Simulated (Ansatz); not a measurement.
# GaN (P6_3mc) in Ansatz: reference runs

How does GaN come out in PBE? The cell is run as given and disturbed.

Everything below comes from runs of Ansatz 0.2.0. Logs are shortened: lines on timing, memory, paths and dates and some standing lists are left out, and cuts for length are marked.

**Measured values to compare with.**

“Studying electronic properties in GaN without electrical contacts using γ-γ vs e−-γ Perturbed Angular Correlations”, 2019, pmc:6823545 quotes, for a bulk crystal of GaN: band gap 3.503 ± 0.005 eV (direct).

The results are compared with them further down.

## (1) The crystal as given

It takes space group P6_3mc (No. 186, hexagonal). The conventional cell has a = 3.180 Å, b = 3.180 Å, c = 5.166 Å, α = 90.00°, β = 90.00°, γ = 120.00°. Around Ga (site symmetry 3m) lie 4 N at 1.94 to 1.95 Å. N (site symmetry 3m) has 4 Ga at 1.94 to 1.95 Å as nearest neighbours.

## (2) Single point, PBE

input.yaml

```yaml
crystal:
  lattice:
    - [3.18, 0.0, 0.0]
    - [-1.59, 2.753960784, 0.0]
    - [0.0, 0.0, 5.166]
  atoms:
    - { symbol: Ga, position: [0.6666666667, 0.3333333333, 0.5] }
    - { symbol: Ga, position: [0.3333333333, 0.6666666667, 0.0] }
    - { symbol: "N", position: [0.6666666667, 0.3333333333, 0.875] }
    - { symbol: "N", position: [0.3333333333, 0.6666666667, 0.375] }
kpoints:
  mp_grid: { grid: [10, 10, 5] }
scf:
  occupations: { method: fermi_dirac, width: 0.05 }
hamiltonian:
  xc: pbe
  pseudopotentials: { kind: all_electron, lapw: { basis_error: 0.001 } }
output:
  forces: true
  stress: true
  eigenvalues: true
  populations: true
```

Potentials or basis: all-electron LAPW, scalar-relativistic.

Run with:

```
$ ansatz run input.yaml --threads 2 --pin off --max-ram 6144MiB --backend cpu --events-out ev --progress --plain --runs-dir out
```

Log:

```text
Warning: RAYON_NUM_THREADS=2 ignored (pool sized by the plan → 2); use --threads N
Ga: projections on atomic orbitals take those of the free atom 1s2 2s2 2p6 3s2 3p6 3d10 4s2 4p1, of charge +0.00 (hamiltonian.pseudopotentials.projection_atoms)
N: projections on atomic orbitals take those of the free atom 1s2 2s2 2p3, of charge +0.00 (hamiltonian.pseudopotentials.projection_atoms)
LAPW: plane waves up to 10.602 Å⁻¹, error target 1.0e-3 eV per atom; small_component_spin mean_spin; N in spheres of 0.850 Å, 7 of its electrons in bands, Dirac shells []; Ga in spheres of 1.087 Å, 21 of its electrons in bands, Dirac shells [] (how accurate: hamiltonian.pseudopotentials.lapw.basis_error, Limitations)
Engine: ansatz 0.2.0, x86_64-unknown-linux-gnu
Pseudopotentials: kind: all_electron
Pseudopotential: Ga, LAPW, valence charge 21, lapw/all_electron/scalar/gaussian/Ga, Koelling and Harmon's equation, gaussian nucleus
Pseudopotential: N, LAPW, valence charge 7, lapw/all_electron/scalar/gaussian/N, Koelling and Harmon's equation, gaussian nucleus
Functional definition: PBE
  parameter kappa = 0.804
  parameter beta = 0.06672455060314922
  exchange = pbe_x(kappa = kappa, mu = beta*pi^2/3)
  correlation = pbe_c(beta = beta)
Crystal: 4 atoms, lattice volume = 45.242 Å³
Basis set: ecut = 428.23894613982316 eV, 941 PW (Γ), exchange–correlation at level 2
Bands: 34, of which v1, the nominal top of the filled ones, is band 28 counted from 1 (27 counted from 0)
Symmetry: 12 space group operations
Space group: P63mc (ITA 186), of the structure as read, at distance tolerance 3.6e-5 Å
k-points: 42 of 500 (time reversal used)
Non-local potential: Ga, projectors of the file, none
Non-local potential: N, projectors of the file, none
Initial density: superposition of atomic densities (chi_scale 0.1, normalization cell, long waves kept (reshape's long-wave potential 0.00 eV rms))
Initial wavefunctions: plane waves of lowest kinetic energy (no species holds an atomic orbital)
Functional: x = pbe(κ = 0.804, μ = 0.2195149727645171), c = pbe(β = 0.06672455060314922)
iter 1 solved again at ethr=1.90e-2 eV; its pass at ethr=1.00e-1 eV (dr2=1.07e1 eV) is discarded
SCF iter   1: F=—  HF=-108785.754597 eV  |F-HF|=—  |Δ(HF+E_count)|=         —  Δρ=1.38e-1  dr2=1.07e1  ethr=1.90e-2  ⟨swp⟩=2.0  Hψ=9328  notcnv=0
preconditioner: auto → Resta (q_TF=auto, 2.827 Å⁻¹)  ε∞=4.7  [insulator: Δε(μ)=3.377 eV  Ē_g=17.246 eV  σ=0.050 eV  W_gap=1.00  n_scr=22 (ndim 8)  ℏωp=33.1 eV  f_vac=0.000  D(μ)=0.00/eV (n_scr^D=0)  ε∞_Penn≈4.7]
iter 2 solved again at ethr=7.40e-4 eV; its pass at ethr=1.90e-2 eV (dr2=4.15e-1 eV) is discarded
SCF iter   2: F=—  HF=-108781.810299 eV  |F-HF|=—  |Δ(HF+E_count)|=    3.94e0  Δρ=3.18e-2  dr2=4.14e-1  ethr=7.40e-4  ⟨swp⟩=2.0  Hψ=7462  notcnv=0
SCF iter   3: F=—  HF=-108781.750348 eV  |F-HF|=—  |Δ(HF+E_count)|=         —  Δρ=2.49e-2  dr2=3.46e-1  ethr=7.40e-4  ⟨swp⟩=2.0  Hψ=4268  notcnv=0
the basis was enlarged: its passes take 449.8 KiB over the memory plan, 2 of 2 planned eigensolver slots
SCF iter   4: F=—  HF=-108781.808241 eV  |F-HF|=—  |Δ(HF+E_count)|=   5.79e-2  Δρ=9.96e-3  dr2=5.65e-2  ethr=6.18e-4  ⟨swp⟩=2.2  Hψ=4275  notcnv=0
SCF iter   5: F=—  HF=-108781.717917 eV  |F-HF|=—  |Δ(HF+E_count)|=   9.03e-2  Δρ=2.87e-3  dr2=3.81e-3  ethr=1.01e-4  ⟨swp⟩=2.3  Hψ=4311  notcnv=0
SCF iter   6: F=—  HF=-108781.717589 eV  |F-HF|=—  |Δ(HF+E_count)|=   3.28e-4  Δρ=7.58e-4  dr2=3.29e-4  ethr=6.80e-6  ⟨swp⟩=3.0  Hψ=4263  notcnv=0
SCF iter   7: F=—  HF=-108781.717954 eV  |F-HF|=—  |Δ(HF+E_count)|=   3.65e-4  Δρ=2.44e-4  dr2=3.25e-5  ethr=5.88e-7  ⟨swp⟩=3.0  Hψ=4232  notcnv=0
SCF iter   8: F=—  HF=-108781.717967 eV  |F-HF|=—  |Δ(HF+E_count)|=   1.28e-5  Δρ=3.11e-5  dr2=4.09e-7  ethr=5.80e-8  ⟨swp⟩=3.0  Hψ=4320  notcnv=0
SCF iter   9: F=-108781.717967 eV  HF=-108781.717967 eV  |F-HF|=1.18e-8  |Δ(HF+E_count)|=   3.79e-7  Δρ=6.93e-6  dr2=2.20e-8  ethr=7.31e-10  ⟨swp⟩=3.0  Hψ=4268  notcnv=0
SCF 1 converged in 9 iterations: F = -108781.717967 eV  dr2 = 2.20e-8
SCF converged after 9 iterations
Free energy (F): -108781.717967 eV
Harris-Foulkes:  -108781.717967 eV  (|F-HF|=1.18e-8)
Internal energy: -108781.717967 eV  (E = F + TS)
E sigma→0 (E₀):  -108781.717967 eV
Fermi energy:    12.650697 eV
--- Per-component energies (eV) ---
  E_band       = -2891.403030
  E_kinetic    = 110859.500904
  E_xc         = -4498.106322
  E_electrostatic = -215143.112549  (all electrons and nuclei)
  E_smearing   = -0.000000  (= −TS)
  E_closure    = 0.000000  (closes the sum)
  E_atoms      = -108757.374148  (free atoms, spherical and without spin; not in F)
  Σ components = -108781.717967   (vs F -108781.717967, Δ=0.00e0)
  Basis errors (estimates in eV, not in F): energy 4.4e-4 per atom: plane waves 4.0e-4 (2.4e-4 summed), levels above the bands 4.1e-85, relativity 8.6e-8, radial functions 3.5e-5, core shells 2.8e-10; eigenvalues (radial functions only) 5.3e-6; not estimated: angular momenta, meshes, grids; target (lapw.basis_error) 1.0e-3; muffin-tin radii N 0.850 Å, Ga 1.087 Å
--- Forces (eV/Å), atoms counted from 1 ---
  atom   1  Ga    -0.00000000     0.00000000    -0.13633795
  atom   2  Ga    -0.00000000    -0.00000000    -0.13633795
  atom   3  N     -0.00000000     0.00000000     0.13633121
  atom   4  N      0.00000000    -0.00000000     0.13633121
  max |Σ_I F_I| component: 1.35e-5 eV/Å
--- Stress (GPa, compression-positive) ---
        6.481152      -0.000000       0.000000
       -0.000000       6.481152      -0.000000
        0.000000      -0.000000       8.632431
  P = ⅓ Tr σ = 7.1982 GPa (71.982 kbar)
--- Band table (eV; the first three rows and the last of 42) ---
  k-point 0: bands = ["-363.4920", "-363.4920", "-130.4285", "-130.4284", "-81.1736", "-81.1735", "-81.1735", "-81.1732", "-81.1732", "-81.1720", "-4.4418", "-3.5070", "-1.8868", "-1.8653", "-1.8653", "-1.8016", "-1.8016", "-1.6111", "-1.6111", "-1.5091", "-1.5091", "-0.2438", "4.4829", "10.5619", "10.5619", "11.5632", "11.6233", "11.6233", "13.6055", "15.9362", "20.8839", "21.5550", "21.5550", "22.4802"]
  k-point 1: bands = ["-363.4920", "-363.4920", "-130.4285", "-130.4285", "-81.1735", "-81.1735", "-81.1735", "-81.1732", "-81.1732", "-81.1722", "-4.3244", "-3.5535", "-1.8631", "-1.8631", "-1.8533", "-1.8112", "-1.8112", "-1.5978", "-1.5978", "-1.5156", "-1.5156", "-0.6393", "5.2046", "10.4974", "10.6586", "10.6586", "11.5174", "11.5174", "14.4818", "16.0113", "20.6162", "21.6011", "21.6032", "21.6032"]
  k-point 2: bands = ["-363.4920", "-363.4920", "-130.4285", "-130.4285", "-81.1734", "-81.1734", "-81.1733", "-81.1733", "-81.1731", "-81.1726", "-4.0302", "-3.7252", "-1.8530", "-1.8530", "-1.8330", "-1.8330", "-1.6992", "-1.5670", "-1.5670", "-1.5358", "-1.5358", "-1.2919", "6.8194", "8.6999", "10.9164", "10.9164", "11.2445", "11.2445", "15.5925", "16.0682", "20.1797", "20.4326", "21.8437", "21.8437"]
  k-point 41: bands = ["-363.4920", "-363.4920", "-130.4284", "-130.4284", "-81.1744", "-81.1744", "-81.1741", "-81.1740", "-81.1726", "-81.1726", "-3.3587", "-3.3414", "-1.7733", "-1.7516", "-1.7378", "-1.6861", "-1.5998", "-1.5974", "-1.5606", "-1.5513", "0.0721", "0.1949", "5.4138", "5.5440", "7.2108", "7.9548", "9.8109", "10.1077", "17.9482", "17.9864", "18.9765", "19.4833", "20.6271", "20.8179"]
--- Löwdin populations: 4 sites ---
  site symbol       q [e]
     0     Ga     30.1893
     1     Ga     30.1893
     2      N      7.7794
     3      N      7.7794
  spilling = 0.000826 (of n_electrons = 76.000000)
```

It took 50 s on 2 threads of AMD EPYC 7R43 (Zen 3), shared host; peak memory 0.45 GiB.

Results:

```yaml
Free_energy: -108781.7180 eV
Pressure: 7.2 GPa
Largest_force: 0.136 eV/Å
Band_gap_on_the_k_mesh: 1.98 eV, direct
Loewdin_charges: Ga +0.81; N -0.78 e
```

Forces on the atoms (eV/Å):
```
Ga   0.000  0.000 -0.136
Ga   0.000  0.000 -0.136
N    0.000  0.000  0.136
N    0.000  0.000  0.136
```

Stress tensor (GPa, compression positive):
```
6.48 0.00 0.00
0.00 6.48 0.00
0.00 0.00 8.63
```

## (3) Single point, PBE (atoms moved at random, drawn with an rms of 0.05 Å)

input.yaml

```yaml
crystal:
  lattice:
    - [3.18, 0.0, 0.0]
    - [-1.59, 2.753960784, 0.0]
    - [0.0, 0.0, 5.166]
  atoms:
    - { symbol: Ga, position: [0.677932, 0.337742, 0.498947] }
    - { symbol: Ga, position: [0.345992, 0.669724, 0.010592] }
    - { symbol: "N", position: [0.670247, 0.342543, 0.876186] }
    - { symbol: "N", position: [0.334197, 0.65293, 0.374213] }
kpoints:
  mp_grid: { grid: [10, 10, 5] }
scf:
  occupations: { method: fermi_dirac, width: 0.05 }
hamiltonian:
  xc: pbe
  pseudopotentials: { kind: all_electron, lapw: { basis_error: 0.001 } }
output:
  forces: true
  stress: true
  eigenvalues: true
  populations: true
```

Potentials or basis: all-electron LAPW, scalar-relativistic.

Run with:

```
$ ansatz run input.yaml --threads 2 --pin off --max-ram 6144MiB --backend cpu --events-out ev --progress --plain --runs-dir out
```

Log:

```text
Warning: RAYON_NUM_THREADS=2 ignored (pool sized by the plan → 2); use --threads N
Ga: projections on atomic orbitals take those of the free atom 1s2 2s2 2p6 3s2 3p6 3d10 4s2 4p1, of charge +0.00 (hamiltonian.pseudopotentials.projection_atoms)
N: projections on atomic orbitals take those of the free atom 1s2 2s2 2p3, of charge +0.00 (hamiltonian.pseudopotentials.projection_atoms)
LAPW: plane waves up to 10.951 Å⁻¹, error target 1.0e-3 eV per atom; small_component_spin mean_spin; N in spheres of 0.821 Å, 7 of its electrons in bands, Dirac shells []; Ga in spheres of 1.058 Å, 21 of its electrons in bands, Dirac shells [] (how accurate: hamiltonian.pseudopotentials.lapw.basis_error, Limitations)
[... 9 set-up lines as earlier in the session ...]
Crystal: 4 atoms, lattice volume = 45.242 Å³
Basis set: ecut = 456.93045492855157 eV, 1003 PW (Γ), exchange–correlation at level 2
Bands: 34, of which v1, the nominal top of the filled ones, is band 28 counted from 1 (27 counted from 0)
Symmetry: 1 space group operations
Space group: P1 (ITA 1), of the structure as read, at distance tolerance 3.6e-5 Å
k-points: 252 of 500 (time reversal used)
[... 2 set-up lines as earlier in the session ...]
Initial density: superposition of atomic densities (chi_scale 0.1, normalization cell, long waves kept (reshape's long-wave potential 0.02 eV rms))
[... 2 set-up lines as earlier in the session ...]
iter 1 solved again at ethr=1.99e-2 eV; its pass at ethr=1.00e-1 eV (dr2=1.11e1 eV) is discarded
SCF iter   1: F=—  HF=-108785.705248 eV  |F-HF|=—  |Δ(HF+E_count)|=         —  Δρ=1.41e-1  dr2=1.12e1  ethr=1.99e-2  ⟨swp⟩=2.0  Hψ=55144  notcnv=0
preconditioner: auto → Resta (q_TF=auto, 2.827 Å⁻¹)  ε∞=4.7  [insulator: Δε(μ)=3.305 eV  Ē_g=17.250 eV  σ=0.050 eV  W_gap=1.00  n_scr=22 (ndim 8)  ℏωp=33.1 eV  f_vac=0.000  D(μ)=0.00/eV (n_scr^D=0)  ε∞_Penn≈4.7]
iter 2 solved again at ethr=8.00e-4 eV; its pass at ethr=1.99e-2 eV (dr2=4.48e-1 eV) is discarded
SCF iter   2: F=—  HF=-108781.744895 eV  |F-HF|=—  |Δ(HF+E_count)|=    3.96e0  Δρ=3.32e-2  dr2=4.47e-1  ethr=8.00e-4  ⟨swp⟩=2.0  Hψ=44375  notcnv=0
SCF iter   3: F=—  HF=-108781.680826 eV  |F-HF|=—  |Δ(HF+E_count)|=         —  Δρ=2.48e-2  dr2=3.33e-1  ethr=7.99e-4  ⟨swp⟩=2.0  Hψ=24442  notcnv=0
the basis was enlarged: its passes take 357.0 KiB over the memory plan, 2 of 2 planned eigensolver slots
SCF iter   4: F=—  HF=-108781.745034 eV  |F-HF|=—  |Δ(HF+E_count)|=   6.42e-2  Δρ=1.09e-2  dr2=6.52e-2  ethr=5.94e-4  ⟨swp⟩=2.5  Hψ=24603  notcnv=0
SCF iter   5: F=—  HF=-108781.648102 eV  |F-HF|=—  |Δ(HF+E_count)|=   9.69e-2  Δρ=3.18e-3  dr2=4.82e-3  ethr=1.16e-4  ⟨swp⟩=3.0  Hψ=25956  notcnv=0
SCF iter   6: F=—  HF=-108781.646303 eV  |F-HF|=—  |Δ(HF+E_count)|=   1.80e-3  Δρ=8.25e-4  dr2=4.04e-4  ethr=8.60e-6  ⟨swp⟩=3.0  Hψ=24869  notcnv=0
SCF iter   7: F=—  HF=-108781.646671 eV  |F-HF|=—  |Δ(HF+E_count)|=   3.68e-4  Δρ=4.43e-4  dr2=1.08e-4  ethr=7.21e-7  ⟨swp⟩=3.0  Hψ=24600  notcnv=0
SCF iter   8: F=—  HF=-108781.646651 eV  |F-HF|=—  |Δ(HF+E_count)|=   2.02e-5  Δρ=1.32e-4  dr2=7.55e-6  ethr=1.92e-7  ⟨swp⟩=3.0  Hψ=24444  notcnv=0
SCF iter   9: F=—  HF=-108781.646656 eV  |F-HF|=—  |Δ(HF+E_count)|=   4.49e-6  Δρ=3.70e-5  dr2=5.06e-7  ethr=1.35e-8  ⟨swp⟩=3.0  Hψ=24744  notcnv=0
SCF iter  10: F=—  HF=-108781.646656 eV  |F-HF|=—  |Δ(HF+E_count)|=   2.73e-8  Δρ=2.28e-5  dr2=1.77e-7  ethr=9.04e-10  ⟨swp⟩=3.0  Hψ=24444  notcnv=0
SCF iter  11: F=-108781.646656 eV  HF=-108781.646656 eV  |F-HF|=4.23e-8  |Δ(HF+E_count)|=   1.35e-7  Δρ=1.31e-5  dr2=5.32e-8  ethr=3.16e-10  ⟨swp⟩=3.0  Hψ=24445  notcnv=0
SCF 1 converged in 11 iterations: F = -108781.646656 eV  dr2 = 5.32e-8
SCF converged after 11 iterations
Free energy (F): -108781.646656 eV
Harris-Foulkes:  -108781.646656 eV  (|F-HF|=4.23e-8)
Internal energy: -108781.646656 eV  (E = F + TS)
E sigma→0 (E₀):  -108781.646656 eV
Fermi energy:    12.674050 eV
--- Per-component energies (eV) ---
  E_band       = -2891.901081
  E_kinetic    = 110859.893064
  E_xc         = -4498.142445
  E_electrostatic = -215143.397275  (all electrons and nuclei)
  E_smearing   = -0.000000  (= −TS)
  E_closure    = 0.000000  (closes the sum)
  E_atoms      = -108757.374148  (free atoms, spherical and without spin; not in F)
  Σ components = -108781.646656   (vs F -108781.646656, Δ=0.00e0)
  Basis errors (estimates in eV, not in F): energy 4.6e-4 per atom: plane waves 4.2e-4 (2.5e-4 summed), levels above the bands 2.5e-85, relativity 5.0e-8, radial functions 4.4e-5, core shells 7.4e-10; eigenvalues (radial functions only) 3.3e-6; not estimated: angular momenta, meshes, grids; target (lapw.basis_error) 1.0e-3; muffin-tin radii N 0.821 Å, Ga 1.058 Å
--- Forces (eV/Å), atoms counted from 1 ---
  atom   1  Ga    -0.08720261    -0.52549048     0.49816107
  atom   2  Ga    -0.44974189     0.17988554    -1.44684214
  atom   3  N      0.49186452    -0.25923436     0.20126528
  atom   4  N      0.04508225     0.60484026     0.74739904
  max |Σ_I F_I| component: 1.67e-5 eV/Å
--- Stress (GPa, compression-positive) ---
        8.120767      -1.014930      -0.928349
       -1.014930       3.739327      -0.649000
       -0.928349      -0.649000      11.304400
  P = ⅓ Tr σ = 7.7215 GPa (77.215 kbar)
--- Band table (eV; the first three rows and the last of 252) ---
  k-point 0: bands = ["-363.5933", "-363.3911", "-130.5303", "-130.3493", "-81.2886", "-81.2724", "-81.2638", "-81.1100", "-81.0916", "-81.0813", "-4.5100", "-3.4642", "-1.9558", "-1.9336", "-1.9105", "-1.7473", "-1.7349", "-1.6649", "-1.6624", "-1.4749", "-1.4694", "-0.2377", "4.4049", "10.4025", "10.6377", "11.5075", "11.6448", "11.7173", "13.5866", "15.9892", "20.8161", "21.5525", "21.5714", "22.5467"]
  k-point 1: bands = ["-363.5933", "-363.3911", "-130.5303", "-130.3493", "-81.2886", "-81.2724", "-81.2638", "-81.1100", "-81.0916", "-81.0813", "-4.4039", "-3.4975", "-1.9561", "-1.9341", "-1.8811", "-1.7571", "-1.7471", "-1.6504", "-1.6487", "-1.4773", "-1.4725", "-0.6387", "5.1332", "10.4493", "10.4979", "10.7251", "11.5340", "11.6257", "14.4500", "16.0574", "20.5617", "21.5604", "21.6259", "21.7072"]
  k-point 2: bands = ["-363.5933", "-363.3911", "-130.5303", "-130.3493", "-81.2886", "-81.2724", "-81.2638", "-81.1100", "-81.0916", "-81.0813", "-4.1768", "-3.5982", "-1.9564", "-1.9349", "-1.7862", "-1.7632", "-1.7301", "-1.6299", "-1.6278", "-1.4821", "-1.4785", "-1.2846", "6.7499", "8.6612", "10.7140", "10.9235", "11.2820", "11.4283", "15.5417", "16.1038", "20.1181", "20.5729", "21.6978", "21.9110"]
  k-point 251: bands = ["-363.5933", "-363.3911", "-130.5303", "-130.3493", "-81.2891", "-81.2725", "-81.2645", "-81.1103", "-81.0926", "-81.0812", "-3.6117", "-3.1957", "-1.8920", "-1.7935", "-1.7896", "-1.6364", "-1.6280", "-1.5714", "-1.5573", "-1.4364", "-0.2256", "-0.0205", "4.7527", "5.1833", "9.1790", "9.3972", "9.9304", "10.1125", "15.7524", "16.3355", "19.3641", "19.8278", "21.6298", "21.7706"]
--- Löwdin populations: 4 sites ---
  site symbol       q [e]
     0     Ga     30.1797
     1     Ga     30.1985
     2      N      7.7755
     3      N      7.7832
  spilling = 0.000830 (of n_electrons = 76.000000)
```

populations.tsv:

```text
# site	symbol	l	j	q
# orbitals = lowdin
# n_electrons = 76.000000
# spilling = 0.000830
# projection_atom_Ga: 1s2 2s2 2p6 3s2 3p6 3d10 4s2 4p1
# projection_atom_N: 1s2 2s2 2p3
0	Ga	0_1S	-	1.999986
0	Ga	0_2S	-	1.999288
0	Ga	0_3S	-	1.983297
0	Ga	0_4S	-	0.770471
0	Ga	1_2P	-	5.999985
0	Ga	1_3P	-	5.993949
0	Ga	1_4P	-	1.451126
0	Ga	2_3D	-	9.981628
1	Ga	0_1S	-	1.999986
1	Ga	0_2S	-	1.999282
1	Ga	0_3S	-	1.983141
1	Ga	0_4S	-	0.772297
1	Ga	1_2P	-	5.999984
1	Ga	1_3P	-	5.993846
1	Ga	1_4P	-	1.469109
1	Ga	2_3D	-	9.980829
2	N	0_1S	-	1.995192
2	N	0_2S	-	1.431546
2	N	1_2P	-	4.348800
3	N	0_1S	-	1.994878
3	N	0_2S	-	1.415880
3	N	1_2P	-	4.372423
```

It took 5 min on 2 threads of AMD EPYC 7R43 (Zen 3), shared host; peak memory 1.3 GiB.

What came out:

```
Free energy            : -108781.6467 eV
Pressure               : 7.7 GPa
Largest force          : 1.526 eV/Å
Band gap on the k mesh : 1.87 eV, direct
Loewdin charges        : Ga +0.82, +0.80; N -0.78 e
```

Forces in eV/Å, atoms in the order of the input:
```
Ga  -0.087 -0.525  0.498
Ga  -0.450  0.180 -1.447
N    0.492 -0.259  0.201
N    0.045  0.605  0.747
```

Stress tensor (GPa, compression positive):
```
 8.12 -1.01 -0.93
-1.01  3.74 -0.65
-0.93 -0.65 11.30
```

## (4) Against experiment

Step 2. Measured gap of GaN: 3.503 eV (direct; quoted in “Studying electronic properties in GaN without electrical contacts using γ-γ vs e−-γ Perturbed Angular Correlations”, 2019, pmc:6823545). This calculation gives 1.98 eV (-1.52 eV). Spin-orbit coupling on Ga is left out. The value is that of PBE, without temperature or zero-point motion. Semilocal functionals fall short of measured gaps as a rule.
